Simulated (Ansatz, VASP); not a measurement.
## GdO in VASP and in Ansatz

The input INCAR:

```
SYSTEM = GdO
PREC = Accurate
ENCUT = 520
EDIFF = 1E-7
ISMEAR = -1
SIGMA = 0.1
LREAL = .False.
LASPH = .True.
NELM = 150
ALGO = Normal
ISIF = 2
LWAVE = .False.
LCHARG = .False.
ISPIN = 2
MAGMOM = 7 0
LORBIT = 11
LMAXMIX = 6
GGA = PS
NBANDS = 23
```

The input KPOINTS:

```
regular mesh
0
Gamma
  9 9 9
  0 0 0
```

POSCAR

```
GdO
1.0
    0.0000000000      2.6818786486      2.6818786486
    2.6818786486      0.0000000000      2.6818786486
    2.6818786486      2.6818786486      0.0000000000
Gd O
1 1
Direct
    0.0000000000      0.0000000000      0.0000000000
    0.2500000000      0.2500000000      0.2500000000
```

Input for Ansatz:

```yaml
crystal:
  lattice:
    - [0.0, 2.681878648624026, 2.681878648624026]
    - [2.681878648624026, 0.0, 2.681878648624026]
    - [2.681878648624026, 2.681878648624026, 0.0]
  atoms:
    - { symbol: Gd, position: [0.0, 0.0, 0.0], spin: 7.0 }
    - { symbol: O, position: [0.25, 0.25, 0.25] }
basis:
  ecutwfc: 450.0
kpoints:
  mp_grid:
    grid: [9, 9, 9]
hamiltonian:
  xc: pbesol
  pseudopotentials:
    kind: paw
magnetization:
  spin_polarized: true
scf:
  occupations:
    method: fermi_dirac
    width: 0.1
```

Alike in both runs: task single point; functional PBEsol; k mesh 9 × 9 × 9; occupations fermi-dirac, width 0.1 eV; collinear spin.

```csv
,VASP,Ansatz
version,VASP 6.6.1,Ansatz 0.2.0
potentials or method,"VASP PAW PBE potentials, release 64 (Gd, O)","plane waves, PAW"
plane-wave cutoff (eV),520,450
valence electrons in the cell,24,24
```

Ansatz gave:

```
net moment per atom (μB)                                      : 3.73
size of the moment on the site where the two differ most (μB) : 6.78
```

Task: Estimate VASP's values.

Result: net moment per atom (μB): 3.73; size of the moment on the site where the two differ most (μB): 6.84.

Site moments also hang on the region over which each program counts them. The functional is the same, so the differences come from potentials, cutoffs and numerics.

Caveats: a cell with one magnetic atom can't hold antiferromagnetic order, which such compounds often take. The state reached can hang on the start; a lower one may exist.
